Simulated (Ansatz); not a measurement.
## C: energy above lowest point against volume scale

Results calculated with Ansatz 0.2.0, not measured. Free energy against uniform scaling of the volume at fixed shape and fractions; periodic cell, basis, potentials, k mesh and filling as listed.

The cell before it is scaled or strained (space group R-3m, No. 166):
```
C
1.0
      1.2280     0.7090     3.3470
     -1.2280     0.7090     3.3470
      0.0000    -1.4180     3.3470
C
2
Direct
  0.83600 0.83600 0.83600
  0.16400 0.16400 0.16400
```

Settings of every row: functional PBEsol; dispersion none; potentials all-electron LAPW; k mesh 14x14x14; k shift 0x0x0; occupations fermi dirac; smearing width 0.1 eV; spin none; basis error target 0.001 eV/atom.

Limits: a layered crystal: even scaling strains the bonds within the layers, so this curve is stiffer than the crystal under pressure.

```csv
row,volume scale,V (Å³/atom),energy above lowest point (meV/atom)
1,0.94,8.218,34.4
2,0.96,8.393,15.7
3,0.98,8.567,?
4,1,8.742,0
5,1.02,8.917,1.8
6,1.04,9.092,9.3
7,1.06,9.267,22
```

Question: what energy above lowest point should row 3 give?

Worked fit of energy above lowest point. Take u = (V_r/V)^(2/3) − 1 with V_r = 8.8295 Å³ an atom, which is twice the finite (Eulerian) strain; such expansions in the strain, on which the Birch-Murnaghan equation of state is built, carry the rest volume and the bulk modulus. The shown rows have u = 0.04901, 0.03438, 0.00666, -0.00655, -0.01934, -0.03173. Least squares give energy above lowest point = 0.16 − 136.5 × u + 17257 × u² − 4393 × u³ meV/atom; a parabola predicts inner rows, each left out in turn, worse (root mean square 0.091 against 0.033 meV/atom). All shown rows lie on it to the printed digit. Its lowest point lies at u = 0.0040, or V = 8.777 Å³ an atom, and the curvature there gives the bulk modulus at fixed shape and fractions, B = (4/9)(1 + u)² E″(u)/V = 281 GPa. Letting shape and atoms relax would as a rule lower it, by much in layered, chain or molecular crystals. The withheld row has u = 0.02032, so the fit gives 0.16 − 136.5 × (0.02032) + 17257 × (0.02032)² − 4393 × (0.02032)³ = 4.5 meV/atom.

The calculation gave 4.4 meV/atom. The fit lies 0.1 meV/atom (0.29 % of the column's range) above it, one unit of the last digit.
